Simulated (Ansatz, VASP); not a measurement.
## GaP: VASP beside Ansatz

File INCAR:

```
PREC = Accurate ; ENCUT = 520
EDIFF = 1E-6 ; ISMEAR = -1
SIGMA = 0.08 ; LREAL = False
LASPH = True ; NELM = 100
ALGO = Normal ; ISIF = 2
LWAVE = False ; LCHARG = False
GGA = PS ; NBANDS = 16
```

Contents of KPOINTS:

```
regular mesh
0
Gamma
  12 12 12
```

Contents of POSCAR:

```
GaP
1.0
    0.0000000000      2.7252500000      2.7797550000
    2.7252500000      0.0000000000      2.7797550000
    2.7252500000      2.7252500000      0.0000000000
Ga P
1 1
Direct
    0.0000000000      0.0000000000      0.0000000000
    0.7500000000      0.7500000000      0.7500000000
```

Input for Ansatz:

```yaml
crystal:
  lattice:
    - [0.0, 2.72525, 2.779755]
    - [2.72525, 0.0, 2.779755]
    - [2.72525, 2.72525, 0.0]
  atoms:
    - { symbol: Ga, position: [0.0, 0.0, 0.0] }
    - { symbol: P, position: [0.75, 0.75, 0.75] }
kpoints:
  mp_grid: { grid: [12, 12, 12] }
  band_path:
    path:
      - [0.0, 0.0, 0.0]
      - [0.5, 0.0, 0.5]
      - [0.75, 0.25, 0.5]
      - [0.5, 0.5, 0.5]
      - [0.0, 0.0, 0.0]
      - [0.5, 0.5, 0.0]
      - [0.6298539023, 0.6298539023, 0.2597078047]
      - [0.3701460977, 0.3701460977, 0.7402921953]
      - [0.0, 0.0, 0.0]
    npoints: 5
scf:
  occupations: { method: fermi_dirac, width: 0.08 }
hamiltonian:
  xc: pbesol
  pseudopotentials: { kind: all_electron, lapw: { basis_error: 0.0005 } }
output:
  forces: true
  stress: true
  eigenvalues: true
```

Change from the starting cell: zz strain of +2 %.

Alike in both runs: task single point; functional PBEsol; k mesh 12 × 12 × 12; occupations fermi-dirac, width 0.08 eV; no spin polarisation.

```csv
,VASP,Ansatz
version,VASP 6.6.1,Ansatz 0.2.0
potentials or method,"VASP PAW PBE potentials, release 64 (Ga_d, P)","all-electron LAPW, scalar-relativistic"
plane-wave cutoff (eV),520,see its input
```

Ansatz gave:

```
pressure (GPa)                                  : -2.1
largest component of the traceless stress (GPa) : 1.01
```

Problem. What did VASP give for the same quantities?

Solution. Pressure (GPa): -2.2; largest component of the traceless stress (GPa): 1.02.

Ansatz ran all-electron here, so the differences hold the error of VASP's frozen core and of both bases.

Caveats: the PAW data sets were made with another functional, which shifts forces and pressure a little (VASP). A k mesh can miss the band edges.
